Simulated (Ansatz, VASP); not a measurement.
## Cross-check of ZrGe between VASP and Ansatz

One calculation is typed for both programs; each brings its own data sets. How far apart do they land? The cell is generated by rule, not measured, and may not be a known phase. The cell is taken from a series of runs on this material, whose earlier steps may have relaxed, scaled, displaced or heated it; both programs get it as it stands.

Program: Ansatz 0.2.0. Level of theory: plane waves, with VASP 6.6.1 beside it; single point at PBE. Results are calculated unless marked as measured.

The structure was built from a prototype and need not be the compound's stable phase.

**1. The starting structure**

It takes space group P6_3/mmc (No. 194, hexagonal). Conventional cell: a = 4.334 Å, b = 4.334 Å, c = 6.256 Å, α = 90.00°, β = 90.00°, γ = 120.00°. Nearest to Zr lie 3 Ge at 2.50 Å. Ge has 3 Zr at 2.50 Å nearest. Farther neighbours are not listed.

Coordinates:

```cif
data_structure
_symmetry_space_group_name_H-M 'P6_3/mmc'
_symmetry_Int_Tables_number 194
_cell_length_a 4.3343
_cell_length_b 4.3343
_cell_length_c 6.2560
_cell_angle_alpha 90.000
_cell_angle_beta 90.000
_cell_angle_gamma 120.000
_cell_volume 101.78
loop_
_atom_site_label
_atom_site_type_symbol
_atom_site_symmetry_multiplicity
_atom_site_Wyckoff_symbol
_atom_site_fract_x
_atom_site_fract_y
_atom_site_fract_z
_atom_site_occupancy
Zr1 Zr 2 c 0.33333 0.66667 0.25000 1
Ge1 Ge 2 d 0.66667 0.33333 0.25000 1
```

**2. Ansatz: single point, PBE**

Ansatz runs on its default PAW (the set named soft_2) files.

A single point gives forces, pressure and levels at one fixed geometry, so differences don't come from the geometry; what else differs is listed under the comparison.

Input file input.yaml:

```yaml
crystal:
  lattice:
    - [4.33428, 0.0, 0.0]
    - [-2.16714, 3.7536, 0.0]
    - [0.0, 0.0, 6.256]
  atoms:
    - { symbol: Zr, position: [0.333333, 0.666667, 0.25] }
    - { symbol: Zr, position: [0.666667, 0.333333, 0.75] }
    - { symbol: Ge, position: [0.666667, 0.333333, 0.25] }
    - { symbol: Ge, position: [0.333333, 0.666667, 0.75] }
kpoints:
  mp_grid: { grid: [6, 6, 4] }
hamiltonian:
  xc: pbe
scf:
  occupations: { method: gaussian, width: 0.1 }
output:
  forces: true
  stress: true
  eigenvalues: true
```

Command:

```bash
$ ansatz run input.yaml --threads 4 --pin off --max-ram 7168MiB --backend cpu --events-out ev --progress --plain --runs-dir out
```

Numbers of over 12 decimals in the logs are rounded to 6 here.

Log:

```text
Warning: the atoms were moved onto the symmetric positions of the space group found under crystal.symmetry.tolerance 1.0e-5 (fractional; no operation is sought that the atoms, as they stand in a round, miss by more than twice it, and no atom is moved by as much as it), and the run uses the moved positions. Before a round's move an operation carried an atom to 4.33e-6 Å from where it should land, the largest such dist [...]
Engine: ansatz 0.2.0, aarch64-unknown-linux-gnu
Pseudopotentials: kind: paw
Pseudopotential: Zr, paw, valence charge 12, recommended cutoff 420 eV (normal), Zr.paw.azcp
Pseudopotential: Ge, paw, valence charge 14, recommended cutoff 420 eV (normal), Ge.paw.azcp
Functional definition: PBE
  parameter kappa = 0.804
  parameter beta = 0.066725
  exchange = pbe_x(kappa = kappa, mu = beta*pi^2/3)
  correlation = pbe_c(beta = beta)
Crystal: 4 atoms, lattice volume = 101.780 Å³
Basis set: ecut = 420 eV, 1995 PW (Γ), exchange–correlation on 60×60×90 points (8 copies of the dense FFT grid, shifted against one another)
Bands: 32, of which v1, the nominal top of the filled ones, is band 26 counted from 1 (25 counted from 0)
Symmetry: 24 space group operations
Space group: P63/mmc (ITA 194), of the structure as read, at distance tolerance 4.7e-5 Å
k-points: 21 of 144
Non-local potential: Zr, projectors of the file, l = 0: 3, l = 1: 2, l = 2: 2, l = 3: 2
Non-local potential: Ge, projectors of the file, l = 0: 2, l = 1: 2, l = 2: 3, l = 3: 1
PAW form: soft (Blöchl's): semilocal exchange-correlation on the pseudo side does not see the compensation charge
PAW one-centre angular grid: Zr, 590 points (default); XC on 64 Gauss nodes
PAW one-centre angular grid: Ge, 590 points (default); XC on 64 Gauss nodes
Initial density: superposition of atomic densities (neutral atoms: chi_scale 0, normalization atom), corrected by the library's trained network
Initial wavefunctions: pseudopotential atomic-orbital guess
Functional: x = pbe(κ = 0.804, μ = 0.219515), c = pbe(β = 0.066725)
SCF iter   1: F=—  HF=-16957.174808 eV  |F-HF|=—  |Δ(HF+E_count)|=         —  Δρ=3.43e-3  dr2=1.74e-2  ethr=1.77e-3  ⟨swp⟩=5.3  Hψ=2636  notcnv=0
preconditioner: auto → LDOS  [insulator: Δε(μ)=0.157 eV  Ē_g=5.153 eV  σ=0.100 eV  W_gap=0.61  n_scr=22 (ndim 8)  ℏωp=14.7 eV  f_vac=0.014  D(μ)=1.27/eV (n_scr^D=2)  ε∞_Penn≈9.2  β→1.0]
SCF iter   2: F=—  HF=-16957.170890 eV  |F-HF|=—  |Δ(HF+E_count)|=   3.92e-3  Δρ=1.24e-3  dr2=1.78e-3  ethr=3.36e-5  ⟨swp⟩=2.2  Hψ=1143  notcnv=0  defer=1
SCF iter   3: F=—  HF=-16957.170331 eV  |F-HF|=—  |Δ(HF+E_count)|=   5.59e-4  Δρ=2.03e-4  dr2=4.14e-5  ethr=3.43e-6  ⟨swp⟩=2.0  Hψ=1182  notcnv=0
automatic band count: iteration 3 solves 31 bands in place of 32: the levels show a gap, and the empty bands left out lie too high to hold charge; the band table lists the bands solved (type scf.n_extra_bands for more)
SCF iter   4: F=—  HF=-16957.170281 eV  |F-HF|=—  |Δ(HF+E_count)|=   4.99e-5  Δρ=6.78e-5  dr2=4.56e-6  ethr=7.97e-8  ⟨swp⟩=2.0  Hψ=1073  notcnv=0
SCF iter   5: F=—  HF=-16957.170278 eV  |F-HF|=—  |Δ(HF+E_count)|=   2.80e-6  Δρ=1.56e-5  dr2=1.37e-7  ethr=8.78e-9  ⟨swp⟩=2.0  Hψ=1019  notcnv=0
SCF iter   6: F=-16957.170278 eV  HF=-16957.170278 eV  |F-HF|=8.49e-9  |Δ(HF+E_count)|=   1.01e-7  Δρ=3.39e-6  dr2=8.06e-9  ethr=1.92e-10  ⟨swp⟩=6.5  Hψ=2329  notcnv=0
SCF 1 converged in 6 iterations: F = -16957.170278 eV  dr2 = 8.06e-9
  greatest PAW one-centre occupation: 0.998 electrons in one spin orbital (limit 2), on the Ge atom at site 3 (counted from 0), in its partial waves of l = 2
SCF converged after 6 iterations
Free energy (F): -16957.170278 eV
Harris-Foulkes:  -16957.170278 eV  (|F-HF|=8.49e-9)
Internal energy: -16957.163384 eV  (E = F + TS)
E sigma→0 (E₀):  -16957.166831 eV
Entropy (-TS):   -0.006894 eV (-1.724 meV/atom)
Fermi energy:    9.403360 eV
--- Per-component energies (eV) ---
  E_band       = -556.239620
  E_kinetic    = 890.754773
  E_local      = -6731.470309  (includes V_loc(G=0)·N_el)
  E_nonlocal   = 996.869151
  E_hartree    = 2791.262765
  E_xc         = -475.217670
  E_vxc        = -511.911828  (∫ρ·V_xc dr)
  E_paw        = -9945.633117  (= ΣΔE_a)
  E_vpaw       = -783.009209  (= ΣTr[D̂ρ^β])
  E_aug_tail   = 0.000567  (compensation charges beyond the density's cutoff)
  E_ewald      = -4483.729543
  E_smearing   = -0.006894  (= −TS)
  E_closure    = -0.000000  (closes the sum)
  Σ components = -16957.170278   (vs F -16957.170278, Δ=0.00e0)
--- Forces (eV/Å), atoms counted from 1 ---
  atom   1  Zr    -0.00000000    -0.00000000     0.00000000
  atom   2  Zr    -0.00000000     0.00000000     0.00000000
  atom   3  Ge    -0.00000000     0.00000000     0.00000000
  atom   4  Ge    -0.00000000    -0.00000000     0.00000000
  max |Σ_I F_I| component: 4.63e-17 eV/Å
--- Stress (GPa, compression-positive) ---
       17.308529       0.000000       0.000000
        0.000000      17.308529       0.000000
        0.000000       0.000000     -18.501764
  P = ⅓ Tr σ = 5.3718 GPa (53.718 kbar)
--- Band table (eV; the first three rows and the last of 21) ---
  k-point 0: bands = [... 22 lower, 7.4117, 7.4433, 7.4433, 9.8440, 10.0668, 10.0668, 11.5517, 11.5517, ... 1 higher]
  k-point 1: bands = [... 22 lower, 7.3728, 7.3868, 7.3868, 8.6003, 10.3738, 10.3738, 11.4622, 11.4622, ... 1 higher]
  k-point 2: bands = [... 22 lower, 7.3354, 7.3354, 7.3496, 7.3496, 11.0159, 11.0159, 11.0159, 11.0159, ... 1 higher]
  k-point 20: bands = [... 22 lower, 7.9083, 7.9083, 8.3221, 8.3221, 10.0193, 10.0193, 11.1550, 11.1550, ... 1 higher]
```

Reading the cycles: dr2 is the Hartree energy of the density residual (eV), the measure of convergence; HF is the Harris–Foulkes estimate of the energy, which meets the free energy F at convergence.

The run ends at a pressure of 5.37 GPa.

**3. VASP: single point, PBE**

The same cell, functional, mesh and smearing now go to VASP, with its own data sets.

Lines of VASP's logs that name or quote its potential files are left out, and so is its time.

Input file INCAR:

```
SYSTEM = ZrGe
PREC = Accurate
ENCUT = 500
EDIFF = 1E-06
NELM = 120
ISMEAR = 0
SIGMA = 0.1
LREAL = .FALSE.
ALGO = Normal
GGA = PE
NBANDS = 32
LASPH = .TRUE.
LORBIT = 11
LWAVE = .FALSE.
LCHARG = .FALSE.
ISIF = 2
GGA_COMPAT = .FALSE.
```

Input file POSCAR:

```
ZrGe
1.0
    4.3342800000      0.0000000000      0.0000000000
   -2.1671400000      3.7536000000      0.0000000000
    0.0000000000      0.0000000000      6.2560000000
Zr Ge
2 2
Direct
    0.3333330000      0.6666670000      0.2500000000
    0.6666670000      0.3333330000      0.7500000000
    0.6666670000      0.3333330000      0.2500000000
    0.3333330000      0.6666670000      0.7500000000
```

Input file KPOINTS:

```
Automatic mesh
0
Gamma
6 6 4
0 0 0
```

The projector-augmented-wave data sets are Zr_sv and Ge_d (PBE family, release 64).

Command:

```bash
$ mpirun -np 1 vasp_std
```

Log:

```text
[banner, memory and clock lines left out]
running    1 mpi-ranks, on    1 nodes
 distrk:  each k-point on    1 cores,    1 groups
 distr:  one band on    1 cores,    1 groups

 POSCAR found type information on POSCAR ZrGe
 POSCAR found :  2 types and       4 ions
 LDA part: xc-table for (Slater+PW92), standard interpolation
 POSCAR, INCAR and KPOINTS ok, starting setup
 FFT: planning ... GRIDC
 FFT: planning ... GRID_SOFT
 FFT: planning ... GRID
 WAVECAR not read
 entering main loop
       N       E                     dE             d eps       ncg     rms          rms(c)
DAV:   1     0.609618090419E+03    0.60962E+03   -0.25649E+04  1616   0.329E+03
DAV:   2     0.676227078592E+02   -0.54200E+03   -0.52828E+03  1384   0.892E+02
DAV:   3    -0.195547102598E+02   -0.87177E+02   -0.86242E+02  1880   0.209E+02
DAV:   4    -0.277087450836E+02   -0.81540E+01   -0.81089E+01  2112   0.632E+01
DAV:   5    -0.280580047204E+02   -0.34926E+00   -0.34922E+00  1928   0.111E+01    0.171E+01
DAV:   6    -0.255604390764E+02    0.24976E+01   -0.99412E+00  2240   0.671E+01    0.535E+00
DAV:   7    -0.256055333132E+02   -0.45094E-01   -0.19381E+00  1792   0.857E+00    0.213E+00
DAV:   8    -0.255995276347E+02    0.60057E-02   -0.13974E-01  1928   0.359E+00    0.142E+00
DAV:   9    -0.256023878649E+02   -0.28602E-02   -0.19602E-02  1832   0.105E+00    0.151E-01
DAV:  10    -0.256020826812E+02    0.30518E-03   -0.19718E-03  2064   0.389E-01    0.551E-02
DAV:  11    -0.256021402406E+02   -0.57559E-04   -0.28165E-04  2072   0.993E-02    0.252E-02
DAV:  12    -0.256021291597E+02    0.11081E-04   -0.64784E-05  1712   0.521E-02    0.114E-02
DAV:  13    -0.256021294701E+02   -0.31040E-06   -0.47080E-06  1416   0.153E-02
   1 F= -.25602129E+02 E0= -.25598688E+02  d E =-.688231E-02
```

Parts of OUTCAR (step 3):

```text
ion  position               nearest neighbor table
   1  0.333  0.667  0.250-   3 2.50   3 2.50   3 2.50   4 3.13   4 3.13
   2  0.667  0.333  0.750-   4 2.50   4 2.50   4 2.50   3 3.13   3 3.13
   3  0.667  0.333  0.250-   1 2.50   1 2.50   1 2.50   2 3.13   2 3.13
   4  0.333  0.667  0.750-   2 2.50   2 2.50   2 2.50   1 3.13   1 3.13

  LATTYP: Found a hexagonal cell.
 ALAT       =     4.3342800000
 C/A-ratio  =     1.4433769853

 Subroutine GETGRP returns: Found 24 space group operations
 (whereof 12 operations were pure point group operations)

The static configuration has the point symmetry D_3d.
 The point group associated with its full space group is D_6h.

 Found     21 irreducible k-points:

   k-points           NKPTS =     21   k-points in BZ     NKDIM =     21   number of bands    NBANDS=     32

   dimension x,y,z NGX =    32 NGY =   32 NGZ =   48
   dimension x,y,z NGXF=    64 NGYF=   64 NGZF=   96

   ENCUT  =  500.0 eV  36.75 Ry    6.06 a.u.   7.90  7.90 11.41*2*pi/ulx,y,z

   NELECT =      52.0000    total number of electrons

 k-points in reciprocal lattice and weights: Automatic mesh
   0.00000000  0.00000000  0.00000000       0.007
   0.16666667  0.00000000  0.00000000       0.042
   0.33333333  0.00000000  0.00000000       0.042
   0.50000000  0.00000000  0.00000000       0.021
   0.16666667  0.16666667  0.00000000       0.042
   0.33333333  0.16666667  0.00000000       0.083
   0.33333333  0.33333333  0.00000000       0.014
   0.00000000  0.00000000  0.25000000       0.014
   0.16666667  0.00000000  0.25000000       0.083
[...]
0.33333333  0.16666667  0.50000000       0.083
   0.33333333  0.33333333  0.50000000       0.014

 average (electrostatic) potential at core
       1 -78.4970       2 -78.4970       3 -72.5870       4 -72.5871

 E-fermi :   5.5290

 k-point     1 :       0.0000    0.0000    0.0000
  band No.  band energies     occupation
    ...
     21       2.9673      2.00000
     22       3.5379      2.00000
     23       3.5379      2.00000
     24       3.5698      2.00000
     25       3.5698      2.00000
     26       5.9697      0.00000
     27       6.1933      0.00000
     28       6.1933      0.00000
     29       7.6792      0.00000
     30       7.6792      0.00000
    ...

 k-point     2 :       0.1667    0.0000    0.0000
  band No.  band energies     occupation
    ...
     22       3.2225      2.00000
     23       3.4934      2.00000
     24       3.7428      2.00000
     25       3.9521      2.00000
     26       5.4226      1.86785
     27       6.0020      0.00000
     28       6.1145      0.00000
     29       7.8077      0.00000
     30       7.9539      0.00000
     31       8.5926      0.00000
    ...

 k-point     3 :       0.3333    0.0000    0.0000
  band No.  band energies     occupation
    ...
     22       3.1870      2.00000
     23       3.6272      2.00000
     24       4.3748      2.00000
     25       4.4058      2.00000
     26       4.8624      2.00000
     27       5.7025      0.01415
     28       6.4457      0.00000
     29       7.6579      0.00000
     30       7.9762      0.00000
     31       8.3688      0.00000
    ...

  Total       11.0567964     11.0568165    -11.7414782     -0.0000000      0.0000000      0.0000000
  in kB      174.0516717    174.0519882   -184.8296593     -0.0000000      0.0000000      0.0000000
  external PRESSURE =      54.4246668 kB  Pullay stress =       0.0000000 kB

  energy-cutoff  :      500.00
  volume of cell :      101.78
      direct lattice vectors                 reciprocal lattice vectors
     4.334280000  0.000000000  0.000000000     0.230718828  0.133205456  0.000000000
    -2.167140000  3.753600000  0.000000000     0.000000000  0.266410912  0.000000000
     0.000000000  0.000000000  6.256000000     0.000000000  0.000000000  0.159846547

 POSITION                                       TOTAL-FORCE (eV/Angst)
 -----------------------------------------------------------------------------------
     -0.00000      2.50240      1.56400        -0.000000      0.000000      0.000000
      2.16714      1.25120      4.69200         0.000000     -0.000000      0.000000
      2.16714      1.25120      1.56400        -0.000000      0.000000      0.000000
     -0.00000      2.50240      4.69200         0.000000     -0.000000      0.000000
 -----------------------------------------------------------------------------------
    total drift:                               -0.002451      0.001415     -0.000256

  FREE ENERGIE OF THE ION-ELECTRON SYSTEM (eV)
  ---------------------------------------------------
  free  energy   TOTEN  =       -25.6021294701 eV

  energy  without entropy=      -25.5952471602  energy(sigma->0) =      -25.59868832

 total charge
# of ion       s       p       d       tot
------------------------------------------
    1        2.176   5.967   1.674   9.817
    2        2.176   5.967   1.674   9.817
    3        1.180   1.438   9.985  12.603
    4        1.180   1.438   9.985  12.603
--------------------------------------------------
tot          6.712  14.810  23.319  44.841

[... 3 further parts left out ...]
```

The run ends at a pressure of 5.44 GPa.

**4. Differences**

Known differences besides the potentials themselves: the cutoff is 420 eV in Ansatz and 500 eV in VASP. Total energies have different zeros and are not compared.

Both answers:

| quantity | Ansatz | VASP | difference |
| --- | --- | --- | --- |
| pressure (GPa) | 5.37 | 5.44 | -0.07 |

**5. What came out**

```json
{
  "difference in pressure (single point, PBE)": "-0.071 GPa"
}
```

What this shows: The difference in pressure is -0.071 GPa (single point, PBE), within the 1 GPa picked in this series as the mark of a large difference. How closely two codes agree says nothing of how well the functional describes the real material.

[Lines on the potential files, build, host, timing and source positions are cut from VASP's logs without a mark.]

[Logs are printed without paths, hosts, clocks, repeated set-up lines and the standing remarks that a program may print on its own settings, such as how far it seeks lower states.]

[Hosts, paths, dates, database ids (printed as entryN), source tags and the programs' standing remarks are cut or masked in the printed files.]
